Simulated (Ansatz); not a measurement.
# Field gradients at the nuclei of ZrO$_{2}$

```yaml
crystal:
  lattice:
    - [3.59610, 0.00000, 0.00000]
    - [0.00000, 3.59610, 0.00000]
    - [0.00000, 0.00000, 5.17700]
  atoms:
    - { symbol: Zr, position: [0.00000, 0.00000, 0.00000] }
    - { symbol: Zr, position: [0.50000, 0.50000, 0.50000] }
    - { symbol: O, position: [0.00000, 0.50000, 0.20300] }
    - { symbol: O, position: [0.00000, 0.50000, 0.70300] }
    - { symbol: O, position: [0.50000, 0.00000, 0.29700] }
    - { symbol: O, position: [0.50000, 0.00000, 0.79700] }
```

Atoms are numbered in the order listed.

The conventional cell has a = 3.596 Å, b = 3.596 Å, c = 5.177 Å, α = 90.00°, β = 90.00°, γ = 90.00°. Zr (atom 1) is surrounded by 8 O at 2.08 to 2.37 Å. Around O (atom 3) lie 4 Zr at 2.08 to 2.37 Å.

The cell is COD entry 2300612, as deposited and not checked against the literature; nothing was relaxed.

Levels of theory: DFT, PBEsol, all-electron PAW with datasets made for the crystal, scalar-relativistic (Ansatz 0.2.0); DFT, PBEsol, PAW with Ansatz's default frozen-core files, scalar-relativistic (Ansatz 0.2.0).

For the crystal-made all-electron datasets (AE datasets): a Γ-centred 6×6×4 k mesh, Fermi–Dirac smearing of 0.01 eV, cutoff 400 eV (chosen by the program for this cell), no spin polarisation. PAW takes a cutoff of 420 eV at this cell (files made with PBE, cores remade for this functional). The Ansatz runs share mesh, smearing and spin set-up.

Spin–orbit coupling is left out, which moves gradients at and beside heavy atoms by some per cent and at worst by a factor of two.

Vzz is the principal value of largest size of the traceless field-gradient tensor, in 10²¹ V/m², and η = (Vxx − Vyy)/Vzz with |Vzz| ≥ |Vyy| ≥ |Vxx|.

Question: Give the field gradient at each independent site.

Answer: 
```
site  site symmetry  Vzz (η), AE datasets     Vzz (η), PAW
 Zr1           -4m2       4.83 (η = 0.00)  4.78 (η = 0.00)
  O3           2mm.       1.00 (η = 0.27)  0.99 (η = 0.26)
```

Question: Taking Q(O-17) = -0.0256 b, what quadrupole coupling constant follows at O3 from AE datasets?

Answer: Cq = eQVzz/h = 24.180 MHz × -0.0256 × (1.00) = -0.619 MHz.
